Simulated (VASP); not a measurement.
# W (Im-3m) in VASP: notebook

The runs below take W through relaxation of cell and atoms, with PBE+D3(BJ).

Program: VASP 6.6.1. These are calculated values, not measurements. Logs are shortened: lines on timing, memory, paths and dates and some standing lists are left out, and cuts for length are marked.

## (1) Starting point

Symmetry: Im-3m, No. 229, cubic system. Conventional cell: a = 3.160 Å, b = 3.160 Å, c = 3.160 Å, α = 90.00°, β = 90.00°, γ = 90.00°. W (site symmetry m-3m) is surrounded by 8 W at 2.74 Å.

## (2) Relaxation of cell and atoms, PBE+D3(BJ)

File INCAR:

```
PREC = Accurate
ENCUT = 600
EDIFF = 1E-7
ISMEAR = 1
SIGMA = 0.1
LREAL = F
LASPH = T
NELM = 80
ALGO = Normal
ISIF = 3
LWAVE = F
LCHARG = F
GGA = PE
IVDW = 12
IBRION = 2
NSW = 90
EDIFFG = -0.005
```

File KPOINTS:

```
Automatic mesh
0
Gamma
  16 16 16
```

File POSCAR:

```
W                                       
1.0
   -1.5800809542      1.5800809542      1.5800809542
    1.5800809542     -1.5800809542      1.5800809542
    1.5800809542      1.5800809542     -1.5800809542
  W             
     1
Direct
     0.0000000000000000    0.0000000000000000    0.0000000000000000
```

Potentials or basis: VASP PAW PBE potentials, release 64 (W_sv).

Started as:

```sh
$ cat potpaw_PBE.64/W_sv/POTCAR > POTCAR
$ mpirun -np 1 vasp_std > vasp.out
```

OUTCAR:

```text
PREC = Accurate
   ENCUT = 600
   EDIFF = 1E-7
   ISMEAR = 1
   LREAL = F
   LASPH = T
   NELM = 80
   ISIF = 3
   GGA = PE
   IVDW = 12
   IBRION = 2
   NSW = 90
   EDIFFG = -0.005
 IVDW          = 12

 ion  position               nearest neighbor table
   1  0.000  0.000  0.000-

  LATTYP: Found a body centered cubic cell.
 ALAT       =     3.1601619084

  Lattice vectors:

 A1 = (  -1.5800809542,   1.5800809542,   1.5800809542)
 A2 = (   1.5800809542,  -1.5800809542,   1.5800809542)
 A3 = (   1.5800809542,   1.5800809542,  -1.5800809542)

Analysis of symmetry for initial positions (statically):
=====================================================================
 Subroutine PRICEL returns:
 Original cell was already a primitive cell.

 Routine SETGRP: Setting up the symmetry group for a
 body centered cubic supercell.

 Subroutine GETGRP returns: Found 48 space group operations
 (whereof 48 operations were pure point group operations)
 out of a pool of 48 trial point group operations.

The static configuration has the point symmetry O_h .

Analysis of symmetry for dynamics (positions and initial velocities):
=====================================================================
 Subroutine PRICEL returns:
 Original cell was already a primitive cell.

 Routine SETGRP: Setting up the symmetry group for a
 body centered cubic supercell.

 Subroutine GETGRP returns: Found 48 space group operations
 (whereof 48 operations were pure point group operations)
 out of a pool of 48 trial point group operations.

The dynamic configuration has the point symmetry O_h .

 Subroutine INISYM returns: Found 48 space group operations
 (whereof 48 operations are pure point group operations),
 and found     1 'primitive' translations

----------------------------------------------------------------------------------------

                                     Primitive cell

  volume of cell :      15.7797

  direct lattice vectors                    reciprocal lattice vectors
    -1.580080954  1.580080954  1.580080954     0.000000000  0.316439483  0.316439483
     1.580080954 -1.580080954  1.580080954     0.316439483  0.000000000  0.316439483
     1.580080954  1.580080954 -1.580080954     0.316439483  0.316439483  0.000000000

  length of vectors
     2.736780493  2.736780493  2.736780493     0.447513008  0.447513008  0.447513008

  position of ions in fractional coordinates (direct lattice)
     0.000000000  0.000000000  0.000000000

  ion indices of the primitive-cell ions
   primitive index   ion index
                 1           1

----------------------------------------------------------------------------------------

 KPOINTS: Automatic mesh

Automatic generation of k-mesh.
 Grid dimensions read from file:
 generate k-points for:   16   16   16

 Generating k-lattice:

  Cartesian coordinates                     Fractional coordinates (reciprocal lattice)
     0.000000000  0.019777468  0.019777468     0.062500000  0.000000000  0.000000000
     0.019777468  0.000000000  0.019777468     0.000000000  0.062500000  0.000000000
     0.019777468  0.019777468  0.000000000     0.000000000  0.000000000  0.062500000

  Length of vectors
     0.027969563  0.027969563  0.027969563

  Shift w.r.t. Gamma in fractional coordinates (k-lattice)
     0.000000000  0.000000000  0.000000000

 Subroutine IBZKPT returns following result:
 ===========================================

 Found    145 irreducible k-points:

 Following reciprocal coordinates:
            Coordinates               Weight
  0.000000  0.000000  0.000000      1.000000
  0.062500  0.000000  0.000000     12.000000
  0.125000  0.000000  0.000000     12.000000
  0.187500  0.000000  0.000000     12.000000
  0.250000  0.000000  0.000000     12.000000
  0.312500  0.000000  0.000000     12.000000
[... 16 lines left out ...]
  0.187500  0.187500  0.000000     24.000000
  0.250000  0.187500  0.000000     48.000000
 [... further k-points ...]
   k-points           NKPTS =    145   k-points in BZ     NKDIM =    145   number of bands    NBANDS=     11
   number of dos      NEDOS =    301   number of ions     NIONS =      1
   total plane-waves  NPLWV =  13824
   dimension x,y,z NGX =    24 NGY =   24 NGZ =   24
   dimension x,y,z NGXF=    48 NGYF=   48 NGZF=   48
   ions per type =               1
   NGX,Y,Z   is equivalent  to a cutoff of  14.58, 14.58, 14.58 a.u.
   NGXF,Y,Z  is equivalent  to a cutoff of  29.16, 29.16, 29.16 a.u.
 SYSTEM =  unknown system
   PREC   = accura    normal or accurate (medium, high low for compatibility)
   ISTART =      0    job   : 0-new  1-cont  2-samecut
   ICHARG =      2    charge: 1-file 2-atom 10-const
   ISPIN  =      1    spin polarized calculation?
   LNONCOLLINEAR =      F non collinear calculations
   LSORBIT =      F    spin-orbit coupling
   LASPH  =      T    aspherical Exc in radial PAW
   ENCUT  =  600.0 eV  44.10 Ry    6.64 a.u.   5.47  5.47  5.47*2*pi/ulx,y,z
   NELM   =     80;   NELMIN=  2; NELMDL= -5     # of ELM steps
   EDIFF  = 0.1E-06   stopping-criterion for ELM
   LREAL  =      F    real-space projection
   EDIFFG = -.5E-02   stopping-criterion for IOM
   NSW    =     90    number of steps for IOM
   IBRION =      2    ionic relax: 0-MD 1-quasi-New 2-CG
   NFREE  =      1    steps in history (QN), initial steepest desc. (CG)
   ISIF   =      3    stress and relaxation
   ISYM   =      2    0-nonsym 1-usesym 2-fastsym
   POTIM  = 0.5000    time-step for ionic-motion
   TEBEG  =    0.0;   TEEND  =   0.0 temperature during run
   PSTRESS=    0.0 pullay stress
   NELECT =      14.0000    total number of electrons
   NUPDOWN=      -1.0000    fix difference up-down
   EMIN   =  10.00;   EMAX   =-10.00  energy-range for DOS
   EFERMI =   0.00;   METHOD = LEGACY
   ISMEAR =     1;   SIGMA  =   0.10  broadening in eV -4-tet -1-fermi 0-gaus
   EFERMI_NEDOS =   21; number of points for ismear=-14 and -15
   IALGO  =     38    algorithm
   IMIX   =      4    mixing-type and parameters
     AMIX     =   0.40;   BMIX     =  1.00
     AMIX_MAG =   1.60;   BMIX_MAG =  1.00
  volume/ion in A,a.u.               =      15.78       106.49
  Fermi-wavevector in a.u.,A,eV,Ry     =   1.573083  2.972695 33.668822  2.474589
  Thomas-Fermi vector in A             =   2.674420
   LORBIT       =      0    0 simple, 1 ext, 2 COOP (PROOUT), +10 PAW based schemes
   GGA     = PE    functional components
   LHFCALC =     F    Hartree Fock is set to
   AEXX    =    0.0000 exact exchange contribution
   IVDW    =    12    specifies the selected vdW correction
   LEPSILON=     F    determine dielectric tensor
   LRPA    =     F    only Hartree local field effects (RPA)
 conjugate gradient relaxation of ions
 non-spin polarized calculation
 Methfessel and Paxton  Order N= 1 SIGMA  =   0.10
  energy-cutoff  :      600.00
  volume of cell :       15.78
 maximum number of plane-waves:       543
 NGX is ok and might be reduce to    24
   NGX = 11   NGY = 11   NGZ = 11

 number of electron      14.0000001 magnetization

 Free energy of the ion-electron system (eV)
  ---------------------------------------------------
  ext. energy  EPLUGINS =         0.00000000
  ---------------------------------------------------
  free energy    TOTEN  =       -12.94852944 eV

  energy without entropy =      -12.94799224  energy(sigma->0) =      -12.94835037

 E-fermi :  11.5586     XC(G=0): -13.6655

 val. band max:       11.5501200529   @ k =  -0.3125   0.3125   0.1875
 cond. band min:      11.5756794562   @ k =  -0.2500   0.2500   0.1250
 fundamental gap:      0.0255594033
 Fermi energy:        11.5585749875

 k-point     1 :       0.0000    0.0000    0.0000
  band No.  band energies     occupation
      1     -62.6610      2.00000
      2     -26.2167      2.00000
      3     -26.2167      2.00000
      4     -26.2167      2.00000
      5       1.8469      2.00000
      6      10.2759      2.00000
      7      10.2759      2.00000
      8      10.2759      2.00000
      9      13.7850      0.00000
     10      13.7850      0.00000
     11      26.0364      0.00000

 k-point     2 :       0.0625    0.0000    0.0000
  band No.  band energies     occupation
      1     -62.6559      2.00000
      2     -26.2707      2.00000
      3     -26.2335      2.00000
      4     -26.2170      2.00000
      5       2.0374      2.00000
      6      10.1595      2.00000
      7      10.2490      2.00000
      8      10.4597      2.00000
      9      13.5991      0.00000
     10      13.7859      0.00000
     11      26.1997      0.00000

 k-point     3 :       0.1250    0.0000    0.0000
  band No.  band energies     occupation
      1     -62.6411      2.00000
      2     -26.4222      2.00000
      3     -26.2810      2.00000
      4     -26.2178      2.00000
      5       2.5812      2.00000
      6       9.8448      2.00000
      7      10.1267      2.00000
      8      11.0035      2.00000
      9      13.2384     -0.00000
     10      13.8004      0.00000
     11      26.5856      0.00000

 k-point     4 :       0.1875    0.0000    0.0000
  band No.  band energies     occupation
      1     -62.6190      2.00000
      2     -26.6437      2.00000
      3     -26.3514      2.00000
      4     -26.2190      2.00000
      5       3.3877      2.00000
      6       9.4128      2.00000
      7       9.8680      2.00000
      8      11.8837     -0.00004
      9      13.0510     -0.00000
     10      13.8555      0.00000
     11      26.8028      0.00000
[... 239 lines left out ...]
 k-point    22 :       0.4375    0.1250    0.0000
  band No.  band energies     occupation
      1     -62.5191      2.00000
      2     -27.4616      2.00000
      3     -26.7074      2.00000
      4     -26.2946      2.00000
      5       5.7338      2.00000
      6       8.0512      2.00000
      7      11.0859      2.00000
      8      13.4976     -0.00000
      9      15.0720      0.00000
     10      18.6019      0.00000
     11      21.8769      0.00000

 k-point    23 :       0.1875    0.1875    0.0000
  band No.  band energies     occupation
      1     -62.5605      2.00000
      2     -27.1158      2.00000
      3     -26.5349      2.00000
      4     -26.3126      2.00000
      5       5.5648      2.00000
      6       8.6278      2.00000
      7       8.9986      2.00000
      8      12.8245     -0.00000
      9      14.5513      0.00000
     10      15.2656      0.00000
     11      25.4838      0.00000

 k-point    24 :       0.2500    0.1875    0.0000
  band No.  band energies     occupation
      1     -62.5398      2.00000
      2     -27.2459      2.00000
      3     -26.6449      2.00000
      4     -26.3299      2.00000
      5       6.1439      2.00000
      6       8.3601      2.00000
      7       9.1825      2.00000
      8      13.0914     -0.00000
      9      14.6468      0.00000
     10      16.8562      0.00000
     11      24.0359      0.00000

 [... further k-points ...]

------------------------ aborting loop because EDIFF is reached ----------------------------------------

 Edisp (eV)   -0.69857

 E8    (eV) :    -0.3582

  FORCE on cell =-STRESS in cart. coord.  units (eV):
  Direction    XX          YY          ZZ          XY          YZ          ZX
  --------------------------------------------------------------------------------------
  -------------------------------------------------------------------------------------
  Total      -0.00063    -0.00063    -0.00063     0.00000     0.00000    -0.00000
  in kB      -0.06446    -0.06446    -0.06446     0.00000     0.00000    -0.00000
  external pressure =       -0.06 kB  Pullay stress =        0.00 kB

 VOLUME and BASIS-vectors are now :
 -----------------------------------------------------------------------------
  energy-cutoff  :      600.00
  volume of cell :       15.78
      direct lattice vectors                 reciprocal lattice vectors
    -1.580080954  1.580080954  1.580080954     0.000000000  0.316439483  0.316439483
     1.580080954 -1.580080954  1.580080954     0.316439483  0.000000000  0.316439483
     1.580080954  1.580080954 -1.580080954     0.316439483  0.316439483  0.000000000

 POSITION                                       TOTAL-FORCE (eV/Angst)
 -----------------------------------------------------------------------------------
      0.00000      0.00000      0.00000         0.000000     -0.000000      0.000000
 -----------------------------------------------------------------------------------
    total drift:                               -0.000000      0.000000      0.000000

  FREE ENERGIE OF THE ION-ELECTRON SYSTEM (eV)
  ---------------------------------------------------
  free  energy   TOTEN  =       -13.6471015353 eV

  energy  without entropy=      -13.6465643319  energy(sigma->0) =      -13.64692247

 reached required accuracy - stopping structural energy minimisation
```

Run time: 16 s. Hardware: 1 thread of AMD EPYC 9R14 (Zen 4), shared host; peak memory 0.14 GiB.

What came out:

| Item | Value |
| --- | --- |
| Free energy | -13.6471 eV |
| Pressure after relaxing | 0.0 GPa |
| Band gap on the k mesh | none (metal or under the smearing width) |
| Dispersion energy per atom | -0.699 eV |

Final structure:
```xyz
1
Lattice="-1.5801 1.5801 1.5801 1.5801 -1.5801 1.5801 1.5801 1.5801 -1.5801" Properties=species:S:1:pos:R:3 pbc="T T T"
W     0.0000    0.0000    0.0000
```

Caveat: the relaxation stopped at its first step, so nothing moved; pairwise dispersion overbinds metals, which lowers pressure and volume.

## (3) Relaxation of cell and atoms, PBE+D3(BJ)

This run uses another cell than the first one, of 15.85 Å³/atom, 1.004 times its volume.

File INCAR:

```
PREC = Accurate
ENCUT = 600
EDIFF = 1E-6
ISMEAR = 1
SIGMA = 0.1
LREAL = False
LASPH = True
NELM = 80
ALGO = Normal
ISIF = 3
LWAVE = False
LCHARG = False
GGA = PE
IVDW = 12
IBRION = 2
NSW = 90
EDIFFG = -0.01
```

KPOINTS is that of step 2.

File POSCAR:

```
W
1.0
   -1.5823450000      1.5823450000      1.5823450000
    1.5823450000     -1.5823450000      1.5823450000
    1.5823450000      1.5823450000     -1.5823450000
W
1
Direct
    0.0000000000      0.0000000000      0.0000000000
```

Potentials or basis: VASP PAW PBE potentials, release 64 (W_sv).

Started as:

```sh
$ cat potpaw_PBE.64/W_sv/POTCAR > POTCAR
$ mpirun -np 1 vasp_std > vasp.out
```

Wall time 29 s (1 thread of Intel Xeon Platinum 8488C (Sapphire Rapids), shared host); peak memory 0.17 GiB.

It converged, with:

```
Free energy                            : -13.6471 eV
Relaxed volume                         : 15.78 Å³/atom
Relaxed cell                           : a = 2.737 Å, b = 2.737 Å, c = 2.737 Å, α = 109.47°, β = 109.47°, γ = 109.47°
Space group after relaxing (to 0.05 Å) : Im-3m (No. 229)
Energy gained by relaxing              : 0.3 meV/atom
Ionic steps                            : 3
Pressure after relaxing                : 0.0 GPa
Band gap on the k mesh                 : none (metal or under the smearing width)
Dispersion energy per atom             : -0.699 eV
```

The path:
| step | energy change (eV) | largest force (eV/Å) | pressure (GPa) | volume (Å³) |
| --- | --- | --- | --- | --- |
| 1 | 0.0000 | 0.0000 | -1.38 | 15.85 |
| 2 | 0.0036 | 0.0000 | 5.18 | 15.54 |
| 3 | -0.0003 | 0.0000 | 0.03 | 15.78 |

Final structure:
```cif
data_structure
_symmetry_space_group_name_H-M 'P 1'
_symmetry_Int_Tables_number 1
_cell_length_a 2.7368
_cell_length_b 2.7368
_cell_length_c 2.7368
_cell_angle_alpha 109.471
_cell_angle_beta 109.471
_cell_angle_gamma 109.471
_cell_volume 15.78
loop_
_atom_site_label
_atom_site_type_symbol
_atom_site_fract_x
_atom_site_fract_y
_atom_site_fract_z
_atom_site_occupancy
W1 W 0.00000 0.00000 0.00000 1
```

Levels at points of the mesh, in eV from the Fermi level:
```
           k point  band 4  band 5  band 6  band 7  band 8  band 9  band 10  band 11
(0.00, 0.00, 0.00)  -37.78   -9.71   -1.28   -1.28   -1.28    2.23     2.23    14.48
(0.50, 0.00, 0.00)  -37.78   -6.35   -3.64    0.64    2.12    3.11     6.15    11.11
(0.50, 0.50, 0.50)  -38.69   -5.92   -5.92    5.15    5.15    5.15     8.24     8.24
```

Caveat: pairwise dispersion overbinds metals, which lowers pressure and volume.

## (4) Relaxation of cell and atoms, PBE+D3(BJ)

Edit INCAR of step 3 so:

```diff
@@ -2,3 +2,3 @@
 ENCUT = 600
-EDIFF = 1E-6
+EDIFF = 1E-7
 ISMEAR = 1
@@ -16,2 +16,2 @@
 NSW = 90
-EDIFFG = -0.01
+EDIFFG = -0.005
```

KPOINTS is that of step 3.

File POSCAR:

```
W                                       
1.0
   -1.5800809530      1.5800809530      1.5800809530
    1.5800809530     -1.5800809530      1.5800809530
    1.5800809530      1.5800809530     -1.5800809530
  W             
     1
Direct
     0.0000000000000000    0.0000000000000000    0.0000000000000000
```

Started as:

```sh
$ cat potpaw_PBE.64/W_sv/POTCAR > POTCAR
$ mpirun -np 1 vasp_std > vasp.out
```

Run time: 13 s. Hardware: 1 thread of Intel Xeon Platinum 8488C (Sapphire Rapids), shared host; peak memory 0.17 GiB.

The run converged. Its results:

```
Free energy                : -13.6471 eV
Pressure after relaxing    : 0.0 GPa
Band gap on the k mesh     : none (metal or under the smearing width)
Dispersion energy per atom : -0.699 eV
```

Final structure:
```
CELL_PARAMETERS angstrom
-1.58008 1.58008 1.58008
1.58008 -1.58008 1.58008
1.58008 1.58008 -1.58008
ATOMIC_POSITIONS crystal
W 0.00000 0.00000 0.00000
```

Levels at points of the mesh, in eV from the Fermi level:
| k point | band 3 | band 4 | band 5 | band 6 | band 7 | band 8 | band 9 | band 10 | band 11 |
| --- | --- | --- | --- | --- | --- | --- | --- | --- | --- |
| (0.00, 0.00, 0.00) | -37.78 | -37.78 | -9.71 | -1.28 | -1.28 | -1.28 | 2.23 | 2.23 | 14.48 |
| (0.50, 0.00, 0.00) | -38.20 | -37.78 | -6.35 | -3.64 | 0.64 | 2.12 | 3.11 | 6.15 | 11.11 |
| (0.50, 0.50, 0.50) | -38.69 | -38.69 | -5.92 | -5.92 | 5.15 | 5.15 | 5.15 | 8.24 | 8.24 |

Caveat: the relaxation stopped at its first step, so nothing moved; pairwise dispersion overbinds metals, which lowers pressure and volume. Spin-orbit coupling is left out, which matters for the levels of W.
